**Q:** I need the stiffness of copper for a pressure calculation, and I want to trust the method I take it from. I have the bulk modulus from force fields, from local and gradient-corrected functionals, and from costlier ones that use more information about the electrons. Does the error shrink as the method becomes more elaborate?

Bulk modulus of fcc copper (Fm-3m) from force fields and from Kohn-Sham DFT without spin polarisation, for a static lattice. Each computed value comes from an equation of state and belongs to the method's own equilibrium volume; the measured modulus is 139 GPa. Under basis, Kmax is in 1/bohr and energies in eV are plane-wave cutoffs.

| method | rung | program | potentials | basis | k mesh | smearing | bulk modulus (GPa) | computed less measured (GPa) |
| --- | --- | --- | --- | --- | --- | --- | --- | --- |
| EAM | force field | LAMMPS | CuTa.eam.alloy | default | none 1-atom cell | none | 135.40 | -3.60 |
| EMT | force field | ASE | EMT | default | none 1-atom cell | none | 134.40 | -4.60 |
| MEAM | force field | LAMMPS | library.meam | default | none 1-atom cell | none | 137.10 | -1.90 |
| analytic-bond-order | force field | LAMMPS | CuH.bop.table | default | none 1-atom cell | none | 142.00 | 3.00 |
| Xalpha | LDA | FLEUR | all electron | 4.47 Kmax | 13x13x13 1-atom cell | Fermi Dirac 0.05eV | 163.80 | 24.80 |
| PBE | GGA | FLEUR | all electron | 4.5 Kmax | 13x13x13 1-atom cell | Fermi Dirac 0.05eV | 142.00 | 3.00 |
| PBEsol | GGA | FLEUR | all electron | 4.47 Kmax | 13x13x13 1-atom cell | Fermi Dirac 0.05eV | 169.90 | 30.90 |
| PW91 | GGA | FLEUR | all electron | 3.93 Kmax | 13x13x13 1-atom cell | Fermi Dirac 0.05eV | 144.40 | 5.40 |
| RPBE | GGA | FLEUR | all electron | 3.93 Kmax | 13x13x13 1-atom cell | Fermi Dirac 0.05eV | 121.90 | -17.10 |
| r2SCAN-rVV10 | meta-GGA | Ansatz | Ansatz PAW | 500 eV | 13x13x13 1-atom cell | Fermi Dirac 0.05eV | 171.70 | 32.70 |
| HSEsol | hybrid | Ansatz | Ansatz PAW | 420 eV | 7x7x7 1-atom cell | Fermi Dirac 0.05eV | 150.40 | 11.40 |
| r2SCAN0 | hybrid | Ansatz | Ansatz PAW | 500 eV | 7x7x7 1-atom cell | Fermi Dirac 0.05eV | 143.50 | 4.50 |

**A:** Read the last column down the electronic-structure rows and you will see that it does not. Five of those eight rows miss the measured modulus by more than 10 GPa, and the worst of them, r2SCAN-rVV10, stands above the simpler functionals on the ladder. The three methods that stay within about 5 GPa are PBE, PW91 and the hybrid r2SCAN0, which come from two different rungs. Only RPBE makes copper too soft; the other seven make it too stiff.

**Q:** The force fields all lie within 5 GPa. Should I simply use one of those?

**A:** For this one number you could, but the agreement is weak evidence of good physics. Potentials of this kind can be adjusted to reproduce the lattice and the elastic data of the metal, so a good modulus may have been put in by hand. The electronic rows have no such help for copper, and their errors tell us more. For a pressure calculation, ask also how fast the modulus rises under pressure. It gains about 2.9 GPa per GPa in the bond-order potential and 4.4 in MEAM, against 5.2 to 6.0 in the four electronic runs treated below. Both potentials thus come within about 3 GPa of the measured modulus at zero pressure, but they stiffen more slowly on compression than those four runs do.

**Q:** Then start with PBEsol. It was designed for solids, yet it is about 31 GPa too high. Does it make the bonds too stiff?

**A:** Ask first how large its crystal is. Each modulus in the table belongs to the volume at which that method finds its own lowest energy. When copper is squeezed, the filled d shells of neighbouring atoms overlap more and the conduction electrons gain kinetic energy, and both resist further squeezing ever more steeply. A method that predicts too small a crystal therefore reports the stiffness of compressed copper.

PBEsol does predict a small crystal. Its volume is 4.3% below the tabulated 11.81 Å³ per atom, which is close to the volume of real copper at room temperature. To see how much this matters, we carry its modulus to the tabulated volume.

**Q:** How do you do that without a new calculation?

**A:** The bulk modulus is $B=-V\,dP/dV$, where $V$ is the volume and $P$ the pressure. Over a modest range $B$ rises linearly with the pressure, at a slope $B_0'$ that each run supplies through its own energy curve. Putting the two statements together gives $d\ln B/d\ln V=-B_0'$, and hence

$$B(V)=B_0\left(\frac{V_0}{V}\right)^{B_0'},$$

where $V_0$ and $B_0$ are the method's own volume and modulus. For PBEsol the slope is 5.24, so one per cent of compression adds about five per cent to the modulus. With the volume ratio of 0.9572,

$$B\approx 169.9\ \text{GPa}\times 0.9572^{\,5.24}\approx 135\ \text{GPa}.$$

At the volume of real copper, PBEsol is thus about 4 GPa below the measured value instead of 31 GPa above it. Its failure is a failure of the lattice size, which the modulus magnifies.

**Q:** Can I trust a power law over such a distance?

**A:** Here you can, to about 3 GPa. The curvature of the computed energies around the tabulated volume gives the modulus there without the power law, and the two agree that well for all four runs treated this way: PBEsol, PW91, HSEsol and r2SCAN0. The constants come from the same energy curves, so this tests the step from one volume to another and not the functional. The printed output after this text lists both estimates.

**Q:** Why does PBEsol make copper too small in the first place?

**A:** The cause lies in how strongly a functional rewards an uneven electron density. The gradient correction to exchange lowers the energy where the density changes quickly compared with its own size. Pulling atoms apart thins the density between them and makes it more uneven in this sense, so the correction acts like an outward pressure. PBEsol uses a weaker correction for exchange than PBE or PW91, and RPBE uses a stronger one.

The moduli of these functionals follow that order. PBEsol gives the stiffest crystal, PBE and PW91 lie close together in the middle, and RPBE is 48 GPa softer than PBEsol. For PBEsol and PW91 the computed volumes confirm the picture, since PW91 gives a crystal slightly larger than the tabulated one. For RPBE I rely on its known habit of expanding metals too far.

**Q:** So if I corrected the volume, every method would come out right?

**A:** That was a fair hope after PBEsol, but the other runs do not bear it out. Take PW91, which looks good with an error of 5.4 GPa. Its crystal is slightly larger than the tabulated one, and this alone lowers the modulus by about 5 GPa. At the tabulated volume it is about 11 GPa too stiff, so the good value in the table is the sum of two errors of opposite sign. HSEsol goes from 11 GPa too stiff at its own volume to about 11 GPa too soft at the tabulated one.

r2SCAN0 seems to do the same, but be careful with it. The calculations hold the atoms at rest, while heat and zero-point motion swell real copper by an expected one to two per cent. The r2SCAN0 crystal is 1.8% smaller than the tabulated one, so most of that gap may be missing motion and not an error of the functional. The same missing motion accounts for part of the gaps of PBEsol and HSEsol, but they are too wide to be explained by it alone.

**Q:** PW91 and HSEsol each show two errors of opposite sign. Is there a reason?

**A:** There is a likely reason for the signs, and it again concerns the outward pressure. Suppose a functional has too little of it. The crystal then settles at a smaller volume, where everything is stiffer. But the missing pressure would have been largest in the squeezed crystal and would have faded as the crystal expanded. A pressure that falls with volume is exactly what the bulk modulus measures, so without it the crystal is softer when compared at the same volume.

The two hybrids let us watch this fading. Over the volumes computed, r2SCAN0 always pushes outward more than HSEsol, by 2.0 GPa in the most compressed crystal and by 1.7 GPa in the most expanded one. These pressures leave out the correction for the finite plane-wave basis, and the two runs used different cutoffs, but the slopes of their energy curves show a similar fading. As the argument demands, r2SCAN0 has the larger crystal and is slightly stiffer at equal volume, although HSEsol is stiffer in the table. PW91 and PBEsol reverse their order in the same way, and their wider margin makes them the firmer evidence.

The argument holds for these two pairs, each run in one program on one mesh, but not for every pair. PBEsol has a smaller crystal than either hybrid and yet is stiffer than both at the tabulated volume, 135.1 GPa against 128.3 for HSEsol and 130.7 for r2SCAN0. Other differences, of the functionals or of the settings, must therefore contribute as well.

**Q:** How far would you trust those remaining errors at fixed volume?

**A:** As signs of a compensation, but not as precise scores. The hybrids were run on a coarser k mesh than the other functionals, and in a metal this can shift the modulus because the mesh must resolve which states are filled. Exact exchange without screening, as in r2SCAN0, also converges slowly with the mesh. The PW91 energies scatter more than those of PBEsol and were computed with a smaller basis. The measured modulus also contains thermal and zero-point motion, which soften copper mainly by expanding it. A static crystal stretched to the room-temperature volume already has that softening. Even with a perfect functional it could still come out a few GPa too soft if the measurement used sound waves, which squeeze the metal too fast for heat to escape, so that the warming adds stiffness. Differences below about 5 GPa should therefore not decide which method is better. PBEsol's remainder of about 4 GPa lies below that limit, so even its sign is uncertain.

**Q:** r2SCAN-rVV10 is 28 GPa stiffer than r2SCAN0. Does that show what exact exchange does for copper?

**A:** No, because three things change between those rows. The hybrid adds exact exchange, but it also drops the rVV10 term for dispersion and uses the coarser mesh. Dispersion is an added attraction and pulls atoms together, so my guess is that r2SCAN-rVV10 is stiff for the same reason as PBEsol: its crystal is too small. Its equilibrium volume would settle the matter. I would ask the same of Xalpha, which keeps only a local exchange term and should not be taken for the usual local density approximation.

**Q:** Would the same functionals fail in the same way for silver?

**A:** The reasoning carries over, but the functional that suffers changes. In silver, functionals of the PBE kind are known to expand the lattice clearly too far, and the modulus comes out too low, much as RPBE does here for copper. PBEsol, with its weaker outward push, comes closer to the real lattice there. A functional's record in one metal is thus a poor guide to its neighbour unless you know on which side of the true volume it falls.

**Q:** What should I do, then, when someone hands me a computed modulus?

**A:** Ask for the equilibrium volume that belongs to it and compare that with the density of the real metal. If the volume is off by a few per cent, that alone shifts the modulus of copper by about five times as many per cent, though another error may hide part of the shift. Carry the modulus to the real volume before you judge the method. For copper with its atoms at rest, expect a volume one or two per cent below the room-temperature one. If the modulus looks right while the volume does not, suspect a cancellation. PW91 is such a case: its static crystal is larger than the room-temperature one when it should be smaller. Such a method may still serve at ambient pressure, but you have less reason to rely on it once the metal is compressed.

Printed output of the fit:

```
Electronic rows that miss by more than 10 GPa: 5
Largest miss of a force field, GPa: 4.6
PBEsol less RPBE, GPa: 48
r2SCAN-rVV10 less r2SCAN0, GPa: 28.2
PBEsol own volume against tabulated volume, per cent: -4.28
PW91 own volume against tabulated volume, per cent: 0.5897
HSEsol own volume against tabulated volume, per cent: -3.026
r2SCAN0 own volume against tabulated volume, per cent: -1.768
PBEsol modulus at tabulated volume, GPa: 135.1
PW91 modulus at tabulated volume, GPa: 149.6
HSEsol modulus at tabulated volume, GPa: 128.3
r2SCAN0 modulus at tabulated volume, GPa: 130.7
PBEsol the same from curvature of the energies, GPa: 134.8
PW91 the same from curvature of the energies, GPa: 152.6
HSEsol the same from curvature of the energies, GPa: 127.3
r2SCAN0 the same from curvature of the energies, GPa: 131.6
PBEsol volume part of the miss, GPa: 34.8
PW91 volume part of the miss, GPa: -5.213
HSEsol volume part of the miss, GPa: 22.14
r2SCAN0 volume part of the miss, GPa: 12.76
PBEsol remainder at tabulated volume, GPa: -3.9
PW91 remainder at tabulated volume, GPa: 10.61
HSEsol remainder at tabulated volume, GPa: -10.74
r2SCAN0 remainder at tabulated volume, GPa: -8.258
r2SCAN0 pressure less HSEsol pressure at smallest volume, GPa: 2.025
r2SCAN0 pressure less HSEsol pressure at largest volume, GPa: 1.687
```
